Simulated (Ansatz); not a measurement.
La in Ansatz: the effect of target pressure

La:

```
CELL_PARAMETERS angstrom
3.75000 0.00000 0.00000
-1.87500 3.24760 0.00000
0.00000 0.00000 6.07000
ATOMIC_POSITIONS crystal
La 0.66667 0.33333 0.75000
La 0.33333 0.66667 0.25000
```

This isn't the form of La at room conditions, which is double hcp.

Alike in all runs:

| Quantity | Value |
| --- | --- |
| Program | Ansatz 0.2.0 |
| Task | relaxation of cell and atoms |
| Functional | PBEsol |
| Potentials or basis | Ansatz PAW |
| Cutoff | 420 eV (not typed: the program's choice for these potentials) |
| k mesh | 8 × 8 × 5 |
| Occupations | fermi-dirac, width 0.05 eV |
| Spin | no spin polarisation |

Each run relaxes the cell or the atoms first.

| target pressure | relaxed volume (Å³/atom) |
| --- | --- |
| 0 GPa | 34.77 |
| 2 GPa | 32.09 |
| 5 GPa | ? |
| 10 GPa | 26.01 |
| 20 GPa | 22.72 |
| 30 GPa | 20.71 |

Problem. What does the run with target pressure 5 GPa give?

Solution. Relaxed volume 29.34 Å³/atom.

Worked out: A parabola through the other rows of the relaxed volume, of slope -0.774 Å³/atom per GPa there, gives 30.00 Å³/atom, against the run's 29.34.

Caveats: the plane-wave basis is chosen anew once the cell has moved, so the energies of steps on either side of that aren't comparable; the PAW data sets come from PBE, with cores solved anew for the run's functional, which leaves a small shift of forces and pressure; the volume moved by over 15 % at a fixed basis, so the end points are rough (some runs).
